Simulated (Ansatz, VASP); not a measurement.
## Two plane-wave programs on Fe

INCAR

```
ALGO = Normal
EDIFF = 1E-7
ENCUT = 520
GGA = PE
ISIF = 2
ISMEAR = -1
ISPIN = 2
LASPH = T
LCHARG = T
LELF = T
LMAXMIX = 4
LORBIT = 11
LREAL = F
LVHAR = T
LWAVE = F
MAGMOM = 4
NBANDS = 14
NELM = 150
PREC = Accurate
SIGMA = 0.05
```

KPOINTS

```
k-points
0
Gamma
  15 15 15
```

File POSCAR:

```
Fe
1.0
   -1.4302000000      1.4302000000      1.4302000000
    1.4302000000     -1.4302000000      1.4302000000
    1.4302000000      1.4302000000     -1.4302000000
Fe
1
Direct
    0.0000000000      0.0000000000      0.0000000000
```

Input for Ansatz:

```yaml
crystal:
  lattice:
    - [-1.4302, 1.4302, 1.4302]
    - [1.4302, -1.4302, 1.4302]
    - [1.4302, 1.4302, -1.4302]
  atoms:
    - { symbol: Fe, position: [0.0, 0.0, 0.0], spin: 4.0 }
magnetization:
  spin_polarized: true
hamiltonian:
  xc: pbe
  pseudopotentials: { kind: paw }
basis:
  ecutwfc: 420
kpoints:
  mp_grid: { grid: [15, 15, 15] }
scf:
  occupations: { method: fermi_dirac, width: 0.05 }
  lower_state_search: "off"
output:
  forces: true
  stress: true
```

Alike in both runs: task single point; functional PBE; k mesh 15 × 15 × 15; occupations fermi-dirac, width 0.05 eV; collinear spin.

```csv
,VASP,Ansatz
version,VASP 6.6.1,Ansatz 0.2.0
potentials or method,"VASP PAW PBE potentials, release 64 (Fe)","PAW, plane waves, scalar-relativistic"
plane-wave cutoff (eV),520,420
valence electrons in the cell,8,16
```

|  | VASP | Ansatz | Ansatz less VASP |
| --- | --- | --- | --- |
| pressure (GPa) | -5.5 | -5.5 | +0.03 |
| net moment per atom (μB) | 2.23 | 2.21 | -0.018 |
| size of the moment on the site where the two differ most (μB) | 2.23 | 2.27 | +0.033 |

Site moments also hang on the region over which each program counts them. The two sets of potentials don't hold the same shells in valence.
